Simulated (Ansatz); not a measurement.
# Candidate structures of Rb

Computed with DFT, PBEsol, all-electron LAPW, scalar-relativistic in Ansatz 0.2.0.

Each cell is taken as listed (from a database or a relaxation; residual pressures are under 0.6 GPa and forces under 0.08 eV/Å), on meshes of about 0.2 Å⁻¹ spacing; energies are extrapolated to zero smearing, with no zero-point or thermal terms. Other structures, the observed one among them, may be missing from this set and lie lower. No run is spin-polarised.

Question: Order the structures by energy per atom, lowest first, and give the differences.
A.
```cif
data_structure
_symmetry_space_group_name_H-M 'Im-3m'
_symmetry_Int_Tables_number 229
_cell_length_a 5.6120
_cell_length_b 5.6120
_cell_length_c 5.6120
_cell_angle_alpha 90.000
_cell_angle_beta 90.000
_cell_angle_gamma 90.000
_cell_volume 176.75
loop_
_atom_site_label
_atom_site_type_symbol
_atom_site_symmetry_multiplicity
_atom_site_Wyckoff_symbol
_atom_site_fract_x
_atom_site_fract_y
_atom_site_fract_z
_atom_site_occupancy
Rb1 Rb 2 a 0.00000 0.00000 0.00000 1
```
(COD 9012874, measured; 10×10×10 mesh on the primitive cell, smearing 0.05 eV, P = -0.1 GPa)
B.
Space group I4_1/amd:1 (No. 141). a = 4.758 Å, b = 4.758 Å, c = 16.977 Å, α = 90.00°, β = 90.00°, γ = 90.00°
```
atom  site  symmetry       x       y       z
  Rb    4b      -4m2  0.5000  0.0000  0.2500
```
(MP-relaxed cell mp-639736; 12×12×12 mesh on the primitive cell, smearing 0.03 eV, P = -0.1 GPa)

Answer: A (0 meV/atom), B (57 meV/atom).
